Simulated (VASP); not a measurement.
# CoSi (Pm-3m) in VASP: a series of runs, part 5 of 9

VASP 6.6.1.

### 53 Equation of state, PBEsol, collinear spin, ferromagnetic start, 11.08 Å³/atom

INCAR reads:

```
PREC = Accurate
ENCUT = 450
EDIFF = 1E-7
ISMEAR = 1
SIGMA = 0.05
LREAL = False
LASPH = True
NELM = 100
ALGO = Normal
ISIF = 2
LWAVE = False
LCHARG = False
ISPIN = 2
MAGMOM = 2 0
LORBIT = 11
LMAXMIX = 4
GGA = PS
ADDGRID = False
```

KPOINTS reads:

```
Automatic mesh
0
Gamma
  12 12 12
```

POSCAR reads:

```
CoSi
1.0
    2.8088737514      0.0000000000      0.0000000000
    0.0000000000      2.8088737514      0.0000000000
    0.0000000000      0.0000000000      2.8088737514
Co Si
1 1
Direct
    0.0000000000      0.0000000000      0.0000000000
    0.5000000000      0.5000000000      0.5000000000
```

On the command line:

```bash
$ cat potpaw_PBE.64/Co/POTCAR potpaw_PBE.64/Si/POTCAR > POTCAR
$ mpirun -np 1 vasp_std > vasp.out
```

It took 14 s on 1 thread of Intel Xeon 6975P-C (Granite Rapids), shared host; peak memory 0.15 GiB.

The run converged, but some of its settings lie outside the range that counts as converged, so its numbers aren't taken as properties of the crystal.

What came out:

| Quantity | Value |
| --- | --- |
| Free energy | -14.4947 eV |
| Pressure | -11.5 GPa |
| Band gap on the k mesh | none (metal or under the smearing width) |
| Net moment | 0.63 μB per cell |
| Site moments | Co +0.62; Si +0.02 μB |
| Valence electrons inside the program's atomic spheres | Co 8.54; Si 1.56 |

Caveat: the PAW data sets were made with another functional, which shifts forces and pressure a little.

### 54 Equation of state, PBEsol, collinear spin, ferromagnetic start, 10.44 Å³/atom

INCAR, as its differences from that of step 53:

```diff
@@ -4,3 +4,3 @@
 ISMEAR = 1
-SIGMA = 0.05
+SIGMA = 0.02
 LREAL = False
```

KPOINTS is that of step 53.

POSCAR reads:

```
CoSi
1.0
    2.7532377962      0.0000000000      0.0000000000
    0.0000000000      2.7532377962      0.0000000000
    0.0000000000      0.0000000000      2.7532377962
Co Si
1 1
Direct
    0.0000000000      0.0000000000      0.0000000000
    0.5000000000      0.5000000000      0.5000000000
```

Potentials or basis: VASP PAW PBE potentials, release 64 (Co, Si).

On the command line:

```bash
$ cat potpaw_PBE.64/Co/POTCAR potpaw_PBE.64/Si/POTCAR > POTCAR
$ mpirun -np 1 vasp_std > vasp.out
```

It took 13 s on 1 thread of Intel Xeon 6975P-C (Granite Rapids), shared host; peak memory 0.14 GiB.

The run converged, but some of its settings lie outside the range that counts as converged, so its numbers aren't taken as properties of the crystal.

What came out:

* Free energy: -14.5463 eV
* Pressure: -0.5 GPa
* Band gap on the k mesh: none (metal or under the smearing width)
* Net moment: 0.45 μB per cell
* Site moments: Co +0.45; Si +0.01 μB
* Valence electrons inside the program's atomic spheres: Co 8.70; Si 1.58

Caveat: the PAW data sets were made with another functional, which shifts forces and pressure a little.

### 55 Equation of state, PBEsol, collinear spin, ferromagnetic start, 11.08 Å³/atom

INCAR is that of step 54.

KPOINTS is that of step 54.

POSCAR reads:

```
CoSi
1.0
    2.8088737514      0.0000000000      0.0000000000
    0.0000000000      2.8088737514      0.0000000000
    0.0000000000      0.0000000000      2.8088737514
Co Si
1 1
Direct
    0.0000000000      0.0000000000      0.0000000000
    0.5000000000      0.5000000000      0.5000000000
```

On the command line:

```bash
$ cat potpaw_PBE.64/Co/POTCAR potpaw_PBE.64/Si/POTCAR > POTCAR
$ mpirun -np 1 vasp_std > vasp.out
```

Run time: 13 s. Hardware: 1 thread of Intel Xeon 6975P-C (Granite Rapids), shared host; peak memory 0.15 GiB.

These settings aren't checked as converged: the numbers below hold their error.

Results:

```yaml
Free_energy: -14.4946 eV
Pressure: -11.4 GPa
Band_gap_on_the_k_mesh: none (metal or under the smearing width)
Net_moment: 0.63 μB per cell
Site_moments: Co +0.62; Si +0.02 μB
Valence_electrons_inside_the_program's_atomic_spheres: Co 8.54; Si 1.56
```

Caveat: the PAW data sets were made with another functional, which shifts forces and pressure a little.

### 56 Equation of state, PBEsol, collinear spin, ferromagnetic start, 10.44 Å³/atom

INCAR, as its differences from that of step 55:

```diff
@@ -1,2 +1,2 @@
-PREC = Accurate
+PREC = Low
 ENCUT = 450
@@ -4,3 +4,3 @@
 ISMEAR = 1
-SIGMA = 0.02
+SIGMA = 0.15
 LREAL = False
```

KPOINTS is that of step 55.

POSCAR reads:

```
CoSi
1.0
    2.7532377962      0.0000000000      0.0000000000
    0.0000000000      2.7532377962      0.0000000000
    0.0000000000      0.0000000000      2.7532377962
Co Si
1 1
Direct
    0.0000000000      0.0000000000      0.0000000000
    0.5000000000      0.5000000000      0.5000000000
```

On the command line:

```bash
$ cat potpaw_PBE.64/Co/POTCAR potpaw_PBE.64/Si/POTCAR > POTCAR
$ mpirun -np 1 vasp_std > vasp.out
```

Wall time 5.9 s (1 thread of Intel Xeon 6975P-C (Granite Rapids), shared host); peak memory 0.12 GiB.

These settings aren't checked as converged: the numbers below hold their error.

What came out:

```
Free energy                                           : -14.5524 eV
Pressure                                              : -0.4 GPa
Band gap on the k mesh                                : none (metal or under the smearing width)
Net moment                                            : 0.44 μB per cell
Site moments                                          : Co +0.44; Si +0.01 μB
Valence electrons inside the program's atomic spheres : Co 8.70; Si 1.58
```

Caveat: the PAW data sets were made with another functional, which shifts forces and pressure a little.

### 57 Equation of state, PBEsol, collinear spin, ferromagnetic start, 11.08 Å³/atom

INCAR is that of step 56.

KPOINTS is that of step 56.

POSCAR reads:

```
CoSi
1.0
    2.8088737514      0.0000000000      0.0000000000
    0.0000000000      2.8088737514      0.0000000000
    0.0000000000      0.0000000000      2.8088737514
Co Si
1 1
Direct
    0.0000000000      0.0000000000      0.0000000000
    0.5000000000      0.5000000000      0.5000000000
```

Potentials or basis: VASP PAW PBE potentials, release 64 (Co, Si).

On the command line:

```bash
$ cat potpaw_PBE.64/Co/POTCAR potpaw_PBE.64/Si/POTCAR > POTCAR
$ mpirun -np 1 vasp_std > vasp.out
```

Wall time 6.8 s (1 thread of Intel Xeon 6975P-C (Granite Rapids), shared host); peak memory 0.13 GiB.

The run converged, but some of its settings lie outside the range that counts as converged, so its numbers aren't taken as properties of the crystal.

What came out:

* Free energy: -14.4956 eV
* Pressure: -11.7 GPa
* Band gap on the k mesh: none (metal or under the smearing width)
* Net moment: 0.60 μB per cell
* Site moments: Co +0.60; Si +0.02 μB
* Valence electrons inside the program's atomic spheres: Co 8.54; Si 1.56

Caveat: the PAW data sets were made with another functional, which shifts forces and pressure a little.

### 58 Equation of state, PBEsol, collinear spin, ferromagnetic start, 10.44 Å³/atom

INCAR, as its differences from that of step 57:

```diff
@@ -1,2 +1,2 @@
-PREC = Low
+PREC = Normal
 ENCUT = 450
```

KPOINTS is that of step 57.

POSCAR reads:

```
CoSi
1.0
    2.7532377962      0.0000000000      0.0000000000
    0.0000000000      2.7532377962      0.0000000000
    0.0000000000      0.0000000000      2.7532377962
Co Si
1 1
Direct
    0.0000000000      0.0000000000      0.0000000000
    0.5000000000      0.5000000000      0.5000000000
```

On the command line:

```bash
$ cat potpaw_PBE.64/Co/POTCAR potpaw_PBE.64/Si/POTCAR > POTCAR
$ mpirun -np 1 vasp_std > vasp.out
```

Wall time 6.1 s (1 thread of Intel Xeon 6975P-C (Granite Rapids), shared host); peak memory 0.13 GiB.

These settings aren't checked as converged: the numbers below hold their error.

Results:

- Free energy: -14.5483 eV
- Pressure: -0.5 GPa
- Band gap on the k mesh: none (metal or under the smearing width)
- Net moment: 0.45 μB per cell
- Site moments: Co +0.45; Si +0.01 μB
- Valence electrons inside the program's atomic spheres: Co 8.70; Si 1.58

Caveat: the PAW data sets were made with another functional, which shifts forces and pressure a little.

### 59 Equation of state, PBEsol, collinear spin, ferromagnetic start, 11.08 Å³/atom

INCAR is that of step 58.

KPOINTS is that of step 58.

POSCAR reads:

```
CoSi
1.0
    2.8088737514      0.0000000000      0.0000000000
    0.0000000000      2.8088737514      0.0000000000
    0.0000000000      0.0000000000      2.8088737514
Co Si
1 1
Direct
    0.0000000000      0.0000000000      0.0000000000
    0.5000000000      0.5000000000      0.5000000000
```

On the command line:

```bash
$ cat potpaw_PBE.64/Co/POTCAR potpaw_PBE.64/Si/POTCAR > POTCAR
$ mpirun -np 1 vasp_std > vasp.out
```

It took 7.1 s on 1 thread of Intel Xeon 6975P-C (Granite Rapids), shared host; peak memory 0.14 GiB.

The run converged, but some of its settings lie outside the range that counts as converged, so its numbers aren't taken as properties of the crystal.

Results:

* Free energy: -14.4958 eV
* Pressure: -11.7 GPa
* Band gap on the k mesh: none (metal or under the smearing width)
* Net moment: 0.60 μB per cell
* Site moments: Co +0.60; Si +0.02 μB
* Valence electrons inside the program's atomic spheres: Co 8.54; Si 1.56

Caveat: the PAW data sets were made with another functional, which shifts forces and pressure a little.

### 60 Equation of state, PBEsol, collinear spin, ferromagnetic start, 10.44 Å³/atom

INCAR, as its differences from that of step 59:

```diff
@@ -1,2 +1,2 @@
-PREC = Normal
+PREC = Accurate
 ENCUT = 450
@@ -5,3 +5,3 @@
 SIGMA = 0.15
-LREAL = False
+LREAL = Auto
 LASPH = True
```

KPOINTS is that of step 59.

POSCAR reads:

```
CoSi
1.0
    2.7532377962      0.0000000000      0.0000000000
    0.0000000000      2.7532377962      0.0000000000
    0.0000000000      0.0000000000      2.7532377962
Co Si
1 1
Direct
    0.0000000000      0.0000000000      0.0000000000
    0.5000000000      0.5000000000      0.5000000000
```

Potentials or basis: VASP PAW PBE potentials, release 64 (Co, Si).

On the command line:

```bash
$ cat potpaw_PBE.64/Co/POTCAR potpaw_PBE.64/Si/POTCAR > POTCAR
$ mpirun -np 1 vasp_std > vasp.out
```

Run time: 23 s. Hardware: 1 thread of Intel Xeon 6975P-C (Granite Rapids), shared host; peak memory 0.14 GiB.

The run converged, but some of its settings lie outside the range that counts as converged, so its numbers aren't taken as properties of the crystal.

What came out:

* Free energy: -14.5490 eV
* Pressure: -0.5 GPa
* Band gap on the k mesh: none (metal or under the smearing width)
* Net moment: 0.45 μB per cell
* Site moments: Co +0.45; Si +0.01 μB
* Valence electrons inside the program's atomic spheres: Co 8.70; Si 1.58

Caveat: the PAW data sets were made with another functional, which shifts forces and pressure a little.

### 61 Equation of state, PBEsol, collinear spin, ferromagnetic start, 11.08 Å³/atom

INCAR is that of step 60.

KPOINTS is that of step 60.

POSCAR reads:

```
CoSi
1.0
    2.8088737514      0.0000000000      0.0000000000
    0.0000000000      2.8088737514      0.0000000000
    0.0000000000      0.0000000000      2.8088737514
Co Si
1 1
Direct
    0.0000000000      0.0000000000      0.0000000000
    0.5000000000      0.5000000000      0.5000000000
```

On the command line:

```bash
$ cat potpaw_PBE.64/Co/POTCAR potpaw_PBE.64/Si/POTCAR > POTCAR
$ mpirun -np 1 vasp_std > vasp.out
```

Run time: 22 s. Hardware: 1 thread of Intel Xeon 6975P-C (Granite Rapids), shared host; peak memory 0.14 GiB.

These settings aren't checked as converged: the numbers below hold their error.

What came out:

- Free energy: -14.4963 eV
- Pressure: -11.7 GPa
- Band gap on the k mesh: none (metal or under the smearing width)
- Net moment: 0.60 μB per cell
- Site moments: Co +0.60; Si +0.02 μB
- Valence electrons inside the program's atomic spheres: Co 8.54; Si 1.56

Caveat: the PAW data sets were made with another functional, which shifts forces and pressure a little.

### 62 Equation of state, PBEsol, collinear spin, ferromagnetic start, 10.44 Å³/atom

INCAR, as its differences from that of step 61:

```diff
@@ -2,6 +2,6 @@
 ENCUT = 450
-EDIFF = 1E-7
+EDIFF = 0.01
 ISMEAR = 1
 SIGMA = 0.15
-LREAL = Auto
+LREAL = False
 LASPH = True
```

KPOINTS is that of step 61.

POSCAR reads:

```
CoSi
1.0
    2.7532377962      0.0000000000      0.0000000000
    0.0000000000      2.7532377962      0.0000000000
    0.0000000000      0.0000000000      2.7532377962
Co Si
1 1
Direct
    0.0000000000      0.0000000000      0.0000000000
    0.5000000000      0.5000000000      0.5000000000
```

On the command line:

```bash
$ cat potpaw_PBE.64/Co/POTCAR potpaw_PBE.64/Si/POTCAR > POTCAR
$ mpirun -np 1 vasp_std > vasp.out
```

It took 7.7 s on 1 thread of Intel Xeon 6975P-C (Granite Rapids), shared host; peak memory 0.15 GiB.

These settings aren't checked as converged: the numbers below hold their error.

Results:

```yaml
Free_energy: -14.5484 eV
Pressure: -0.8 GPa
Band_gap_on_the_k_mesh: none (metal or under the smearing width)
Net_moment: 0.45 μB per cell
Site_moments: Co +0.45; Si +0.01 μB
Valence_electrons_inside_the_program's_atomic_spheres: Co 8.70; Si 1.59
```

Caveat: the PAW data sets were made with another functional, which shifts forces and pressure a little.

### 63 Equation of state, PBEsol, collinear spin, ferromagnetic start, 11.08 Å³/atom

INCAR is that of step 62.

KPOINTS is that of step 62.

POSCAR reads:

```
CoSi
1.0
    2.8088737514      0.0000000000      0.0000000000
    0.0000000000      2.8088737514      0.0000000000
    0.0000000000      0.0000000000      2.8088737514
Co Si
1 1
Direct
    0.0000000000      0.0000000000      0.0000000000
    0.5000000000      0.5000000000      0.5000000000
```

Potentials or basis: VASP PAW PBE potentials, release 64 (Co, Si).

On the command line:

```bash
$ cat potpaw_PBE.64/Co/POTCAR potpaw_PBE.64/Si/POTCAR > POTCAR
$ mpirun -np 1 vasp_std > vasp.out
```

It took 7.9 s on 1 thread of Intel Xeon 6975P-C (Granite Rapids), shared host; peak memory 0.15 GiB.

These settings aren't checked as converged: the numbers below hold their error.

What came out:

- Free energy: -14.4961 eV
- Pressure: -9.1 GPa
- Band gap on the k mesh: none (metal or under the smearing width)
- Net moment: 0.60 μB per cell
- Site moments: Co +0.59; Si +0.02 μB
- Valence electrons inside the program's atomic spheres: Co 8.54; Si 1.56

Caveat: the PAW data sets were made with another functional, which shifts forces and pressure a little.

### 64 Equation of state, PBEsol, collinear spin, ferromagnetic start, 10.44 Å³/atom

INCAR, as its differences from that of step 63:

```diff
@@ -2,3 +2,3 @@
 ENCUT = 450
-EDIFF = 0.01
+EDIFF = 0.001
 ISMEAR = 1
```

KPOINTS is that of step 63.

POSCAR reads:

```
CoSi
1.0
    2.7532377962      0.0000000000      0.0000000000
    0.0000000000      2.7532377962      0.0000000000
    0.0000000000      0.0000000000      2.7532377962
Co Si
1 1
Direct
    0.0000000000      0.0000000000      0.0000000000
    0.5000000000      0.5000000000      0.5000000000
```

On the command line:

```bash
$ cat potpaw_PBE.64/Co/POTCAR potpaw_PBE.64/Si/POTCAR > POTCAR
$ mpirun -np 1 vasp_std > vasp.out
```

It took 8.6 s on 1 thread of Intel Xeon 6975P-C (Granite Rapids), shared host; peak memory 0.15 GiB.

The run converged, but some of its settings lie outside the range that counts as converged, so its numbers aren't taken as properties of the crystal.

What came out:

```yaml
Free_energy: -14.5482 eV
Pressure: -1.3 GPa
Band_gap_on_the_k_mesh: none (metal or under the smearing width)
Net_moment: 0.45 μB per cell
Site_moments: Co +0.45; Si +0.01 μB
Valence_electrons_inside_the_program's_atomic_spheres: Co 8.70; Si 1.59
```

Caveat: the PAW data sets were made with another functional, which shifts forces and pressure a little.

### 65 Equation of state, PBEsol, collinear spin, ferromagnetic start, 11.08 Å³/atom

INCAR is that of step 64.

KPOINTS is that of step 64.

POSCAR reads:

```
CoSi
1.0
    2.8088737514      0.0000000000      0.0000000000
    0.0000000000      2.8088737514      0.0000000000
    0.0000000000      0.0000000000      2.8088737514
Co Si
1 1
Direct
    0.0000000000      0.0000000000      0.0000000000
    0.5000000000      0.5000000000      0.5000000000
```

On the command line:

```bash
$ cat potpaw_PBE.64/Co/POTCAR potpaw_PBE.64/Si/POTCAR > POTCAR
$ mpirun -np 1 vasp_std > vasp.out
```

Run time: 8.2 s. Hardware: 1 thread of Intel Xeon 6975P-C (Granite Rapids), shared host; peak memory 0.15 GiB.

The run converged, but some of its settings lie outside the range that counts as converged, so its numbers aren't taken as properties of the crystal.

What came out:

- Free energy: -14.4961 eV
- Pressure: -9.1 GPa
- Band gap on the k mesh: none (metal or under the smearing width)
- Net moment: 0.60 μB per cell
- Site moments: Co +0.59; Si +0.02 μB
- Valence electrons inside the program's atomic spheres: Co 8.54; Si 1.56

Caveat: the PAW data sets were made with another functional, which shifts forces and pressure a little.

### 66 Equation of state, PBEsol, collinear spin, ferromagnetic start, 10.44 Å³/atom

INCAR, as its differences from that of step 65:

```diff
@@ -2,3 +2,3 @@
 ENCUT = 450
-EDIFF = 0.001
+EDIFF = 1E-4
 ISMEAR = 1
```

KPOINTS is that of step 65.

POSCAR reads:

```
CoSi
1.0
    2.7532377962      0.0000000000      0.0000000000
    0.0000000000      2.7532377962      0.0000000000
    0.0000000000      0.0000000000      2.7532377962
Co Si
1 1
Direct
    0.0000000000      0.0000000000      0.0000000000
    0.5000000000      0.5000000000      0.5000000000
```

Potentials or basis: VASP PAW PBE potentials, release 64 (Co, Si).

On the command line:

```bash
$ cat potpaw_PBE.64/Co/POTCAR potpaw_PBE.64/Si/POTCAR > POTCAR
$ mpirun -np 1 vasp_std > vasp.out
```

Run time: 9.6 s. Hardware: 1 thread of Intel Xeon 6975P-C (Granite Rapids), shared host; peak memory 0.15 GiB.

The run converged, but some of its settings lie outside the range that counts as converged, so its numbers aren't taken as properties of the crystal.

What came out:

```yaml
Free_energy: -14.5482 eV
Pressure: -0.3 GPa
Band_gap_on_the_k_mesh: none (metal or under the smearing width)
Net_moment: 0.45 μB per cell
Site_moments: Co +0.45; Si +0.01 μB
Valence_electrons_inside_the_program's_atomic_spheres: Co 8.70; Si 1.58
```

Caveat: the PAW data sets were made with another functional, which shifts forces and pressure a little.

### 67 Equation of state, PBEsol, collinear spin, ferromagnetic start, 11.08 Å³/atom

INCAR is that of step 66.

KPOINTS is that of step 66.

POSCAR reads:

```
CoSi
1.0
    2.8088737514      0.0000000000      0.0000000000
    0.0000000000      2.8088737514      0.0000000000
    0.0000000000      0.0000000000      2.8088737514
Co Si
1 1
Direct
    0.0000000000      0.0000000000      0.0000000000
    0.5000000000      0.5000000000      0.5000000000
```

On the command line:

```bash
$ cat potpaw_PBE.64/Co/POTCAR potpaw_PBE.64/Si/POTCAR > POTCAR
$ mpirun -np 1 vasp_std > vasp.out
```

Wall time 9.6 s (1 thread of Intel Xeon 6975P-C (Granite Rapids), shared host); peak memory 0.15 GiB.

These settings aren't checked as converged: the numbers below hold their error.

What came out:

```yaml
Free_energy: -14.4958 eV
Pressure: -11.0 GPa
Band_gap_on_the_k_mesh: none (metal or under the smearing width)
Net_moment: 0.61 μB per cell
Site_moments: Co +0.60; Si +0.02 μB
Valence_electrons_inside_the_program's_atomic_spheres: Co 8.54; Si 1.56
```

Caveat: the PAW data sets were made with another functional, which shifts forces and pressure a little.

(Continued in part 6 of 9.)
